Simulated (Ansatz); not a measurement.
Wanted: the native input for an Ansatz 0.2.0 run.

```
Task                : phonons
Functional          : PBEsol
Potentials or basis : Ansatz PAW
Cutoff              : 420 eV (not typed: the program's choice for these potentials)
k mesh              : 9 × 9 × 3
Occupations         : fixed
Spin                : no spin polarisation
```

Crystal: BN.

```
N B
1.0
     2.49824    0.00000    0.00000
    -1.24912    2.16354    0.00000
     0.00000    0.00000    6.63570
N B
2 2
Direct
  0.66667 0.33333 0.25000
  0.33333 0.66667 0.75000
  0.66667 0.33333 0.75000
  0.33333 0.66667 0.25000
```

One way to write it, as run:

input.yaml

```yaml
crystal:
  lattice:
    - [2.49824, 0.0, 0.0]
    - [-1.24912, 2.1635393048, 0.0]
    - [0.0, 0.0, 6.6357]
  atoms:
    - { symbol: "N", position: [0.6666666667, 0.3333333333, 0.25] }
    - { symbol: "N", position: [0.3333333333, 0.6666666667, 0.75] }
    - { symbol: B, position: [0.6666666667, 0.3333333333, 0.75] }
    - { symbol: B, position: [0.3333333333, 0.6666666667, 0.25] }
hamiltonian:
  xc: pbesol
  pseudopotentials: { kind: paw }
kpoints:
  mp_grid: { grid: [9, 9, 3] }
scf:
  occupations: { method: fixed }
phonons:
  method: dfpt
  dielectric: true
  rigid_motions: translations
```

Potentials or basis: Ansatz PAW.

Command:

```bash
$ ansatz run input.yaml --threads 2 --pin off --max-ram 5632MiB --backend cpu --events-out ev --progress --plain --runs-dir out
```

It gave:

```
Band gap on the k mesh                                  : 4.34 eV, indirect (least direct gap 4.62 eV)
Electronic dielectric tensor (diagonal)                 : 4.80, 4.80, 2.74
Born charges (mean of the diagonal)                     : N -2.06; B +2.06 e
Highest phonon frequency at Γ, LO-TO splitting left out : 1375 cm⁻¹
Static dielectric tensor (diagonal)                     : 6.55, 6.55, 3.20
```

Caveat: odd divisions of the mesh miss points on the zone boundary, where band edges often lie, so the gap on the mesh can be too wide.

It took 78 s on 2 threads of Intel(R) Xeon(R) Processor @ 2.50GHz (Skylake/Cascade Lake), with other jobs on the host, peak memory 0.47 GiB.
